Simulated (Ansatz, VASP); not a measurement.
# SiGe5 in VASP and in Ansatz

```
Si Ge
1.0
     4.80361    0.00000    0.00000
    -2.40180    4.16005    0.00000
     0.00000    0.00000    5.62218
Si Ge
1 5
Direct
  0.00000 0.00000 0.50000
  0.66667 0.33333 0.74300
  0.00000 0.00000 0.00000
  0.66667 0.33333 0.25700
  0.33333 0.66667 0.25700
  0.33333 0.66667 0.74300
```

Change from the starting cell: species swapped into the BaSn5 type (P6/mmm, No. 191).

Alike in both runs: functional PBE; k mesh 6 × 6 × 4; occupations gaussian, width 0.1 eV; no spin polarisation.

Ansatz relaxed the structure, and its values are those at the end. VASP's run is a single point on that final structure, the one shown.

|  | VASP | Ansatz |
| --- | --- | --- |
| version | VASP 6.6.1 | Ansatz 0.2.0 |
| potentials or method | VASP PAW PBE potentials, release 64 (Si, Ge_d) | scalar-relativistic, plane waves, PAW |
| plane-wave cutoff (eV) | 520 | 420 |
| valence electrons in the cell | 74 | 74 |

|  | VASP | Ansatz | Ansatz less VASP |
| --- | --- | --- | --- |
| gap on the k mesh at the Fermi level (eV) | none | none | - |
| pressure (GPa) | 0.0 | 0.0 | +0.01 |
| rms of the force components (eV/Å) | 0.011 | 0.011 | -0.0006 |

A gap of «none» marks a metal or a gap that the smearing closes.
